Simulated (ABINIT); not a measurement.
NbAs:

```
Nb As
1.0
    -1.72585    1.72585    5.84000
     1.72585   -1.72585    5.84000
     1.72585    1.72585   -5.84000
Nb As
2 2
Direct
  0.50000 0.00000 0.50000
  0.75000 0.75000 0.00000
  0.91600 0.41600 0.50000
  0.16600 0.16600 0.00000
```

| Item | Value |
| --- | --- |
| Program | ABINIT 10.8.3 (patched build) |
| Task | relaxation of cell and atoms |
| Functional | LDA |
| Potentials or basis | JTH PAW LDA v2.0 |
| Cutoff | 435 eV |
| k mesh | 7 × 7 × 7 |
| Occupations | fermi-dirac, width 0.05 eV |
| Spin | no spin polarisation |

At the start: pressure -5.5 GPa; volume 17.39 Å³/atom.

Q: How do energy, volume and symmetry change on relaxing?

A: Over 7 steps the energy falls by 11.8 meV/atom and the volume is 16.84 Å³/atom (-3.2 %); space group I4_1md (No. 109, to 0.05 Å).

Step by step:
| step | energy change (eV) | largest force (eV/Å) | pressure (GPa) | volume (Å³) |
| --- | --- | --- | --- | --- |
| 1 | 0.0000 | 0.2813 | -5.53 | 69.58 |
| 2 | -0.0337 | 0.2253 | -2.66 | 68.41 |
| 3 | -0.0453 | 0.1209 | 0.34 | 67.29 |
| 4 | -0.0460 | 0.0924 | 0.22 | 67.32 |
| 5 | -0.0471 | 0.0042 | -0.06 | 67.40 |
| 6 | -0.0472 | 0.0094 | -0.07 | 67.40 |
| 7 | -0.0474 | 0.0085 | -0.03 | 67.37 |

Final structure:
```
Nb As
1.0
    -1.70840    1.70840    5.77056
     1.70840   -1.70840    5.77056
     1.70840    1.70840   -5.77056
Nb As
2 2
Direct
  0.49873 0.99873 0.50000
  0.74873 0.74873 0.00000
  0.91727 0.41727 0.50000
  0.16727 0.16727 0.00000
```

Caveat: the k mesh is coarse (spacing up to 0.37 Å⁻¹), so the values aren't converged.
